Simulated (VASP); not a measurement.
A run of VASP 6.6.1 is set up as follows.

File INCAR:

```
PREC = Accurate
ENCUT = 520
EDIFF = 1E-6
ISMEAR = 0
SIGMA = 0.1
LREAL = F
LASPH = T
NELM = 100
ALGO = Fast
ISIF = 2
LWAVE = F
LCHARG = F
GGA = PE
NBANDS = 56
```

Contents of KPOINTS:

```
Automatic mesh
0
Gamma
  8 8 8
```

Contents of POSCAR:

```
SiMo3
1.0
    4.9064535173      0.0000000000      0.0000000000
    0.0000000000      4.9064535173      0.0000000000
    0.0000000000      0.0000000000      4.9064535173
Si Mo
2 6
Direct
    0.0000000000      0.0000000000      0.0000000000
    0.5000000000      0.5000000000      0.5000000000
    0.2500000000      0.0000000000      0.5000000000
    0.5000000000      0.7500000000      0.0000000000
    0.7500000000      0.0000000000      0.5000000000
    0.5000000000      0.2500000000      0.0000000000
    0.0000000000      0.5000000000      0.7500000000
    0.0000000000      0.5000000000      0.2500000000
```

Potentials or basis: VASP PAW PBE potentials, release 64 (Si, Mo_sv).

Launch:

```sh
$ cat potpaw_PBE.64/Si/POTCAR potpaw_PBE.64/Mo_sv/POTCAR > POTCAR
$ mpirun -np 1 vasp_std > vasp.out
```

(1) What does it give for the pressure?

(2) Estimate the band gap on the k mesh.

Results:

(1) 0.5 GPa.

(2) none (metal or under the smearing width).
